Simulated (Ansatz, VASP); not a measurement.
# SiNi: VASP beside Ansatz

INCAR

```
ALGO = Normal
EDIFF = 1E-6
ENCUT = 520
GGA = PS
ISIF = 2
ISMEAR = -1
ISPIN = 2
LASPH = T
LCHARG = F
LDAU = T
LDAUJ = 0 0
LDAUL = 2 -1
LDAUPRINT = 1
LDAUTYPE = 2
LDAUU = 3 0
LMAXMIX = 4
LORBIT = 11
LREAL = F
LWAVE = F
MAGMOM = 1 1 1 1 0 0 0 0
NBANDS = 42
NELM = 150
PREC = Accurate
SIGMA = 0.05
```

KPOINTS

```
k-points
0
Gamma
  6 6 6
```

POSCAR

```
SiNi
1.0
    4.5036940000      0.0000000000      0.0000000000
    0.0000000000      4.5036940000      0.0000000000
    0.0000000000      0.0000000000      4.5036940000
Ni Si
4 4
Direct
    0.1495040000      0.1495040000      0.1495040000
    0.6495040000      0.3504960000      0.8504960000
    0.8504960000      0.6495040000      0.3504960000
    0.3504960000      0.8504960000      0.6495040000
    0.8468300000      0.8468300000      0.8468300000
    0.3468300000      0.6531700000      0.1531700000
    0.1531700000      0.3468300000      0.6531700000
    0.6531700000      0.1531700000      0.3468300000
```

Contents of input.yaml:

```yaml
crystal:
  lattice:
    - [4.503694, 0.0, 0.0]
    - [0.0, 4.503694, 0.0]
    - [0.0, 0.0, 4.503694]
  atoms:
    - { symbol: Ni, position: [0.149504, 0.149504, 0.149504], spin: 1.0 }
    - { symbol: Ni, position: [0.649504, 0.350496, 0.850496], spin: 1.0 }
    - { symbol: Ni, position: [0.850496, 0.649504, 0.350496], spin: 1.0 }
    - { symbol: Ni, position: [0.350496, 0.850496, 0.649504], spin: 1.0 }
    - { symbol: Si, position: [0.84683, 0.84683, 0.84683] }
    - { symbol: Si, position: [0.34683, 0.65317, 0.15317] }
    - { symbol: Si, position: [0.15317, 0.34683, 0.65317] }
    - { symbol: Si, position: [0.65317, 0.15317, 0.34683] }
hamiltonian:
  xc: pbesol
  pseudopotentials: { kind: paw }
  hubbard: { sites: [{ species: Ni, l: d, u_eff: 3.0 }] }
magnetization:
  spin_polarized: true
kpoints:
  mp_grid: { grid: [6, 6, 6] }
  band_path:
    path:
      - [[0.0, 0.0, 0.0], [0.0, 0.5, 0.0], [0.5, 0.5, 0.0], [0.0, 0.0, 0.0], [0.5, 0.5, 0.5], [0.0, 0.5, 0.0]]
      - [[0.5, 0.5, 0.0], [0.5, 0.5, 0.5]]
    npoints: 10
scf:
  occupations: { method: fermi_dirac, width: 0.05 }
  n_extra_bands: 20
output:
  forces: true
  stress: true
  eigenvalues: true
  fatbands: false
```

The cell is a database's computed one.

Alike in both runs: functional PBEsol; k mesh 6 × 6 × 6; occupations fermi-dirac, width 0.05 eV; collinear spin; Hubbard terms Ni d U = 3.0 eV.

```csv
,VASP,Ansatz
version,VASP 6.6.1,Ansatz 0.2.0
potentials or method,"VASP PAW PBE potentials, release 64 (Ni, Si)",Ansatz PAW
plane-wave cutoff (eV),520,420
valence electrons in the cell,56,88
task,single point,band structure
```

Ansatz gave:

```
gap on the k mesh at the Fermi level (eV) : none
pressure (GPa)                            : -5.4
rms of the force components (eV/Å)        : 0.035
net moment per atom (μB)                  : 0.00
```

Question: Estimate VASP's values.

Answer: gap on the k mesh at the Fermi level (eV): none; pressure (GPa): -9.6; rms of the force components (eV/Å): 0.053; net moment per atom (μB): 0.00.

The programs project onto different local orbitals, so the same U acts differently. Atom by atom the forces differ by 0.021 eV/Å (rms over components). A gap of «none» marks a metal or a gap that the smearing closes. The two sets of potentials don't hold the same shells in valence.

Caveats: the U is typed as a test and isn't derived for this compound; the PAW data sets were made with another functional, which shifts forces and pressure a little (VASP); the magnetic or orbital state may not be the lowest (Ansatz); the PAW data sets come from PBE, with cores solved anew for the run's functional, which leaves a small shift of forces and pressure (Ansatz); the starting moments weren't kept (Ansatz). The state reached can hang on the start; a lower one may exist.
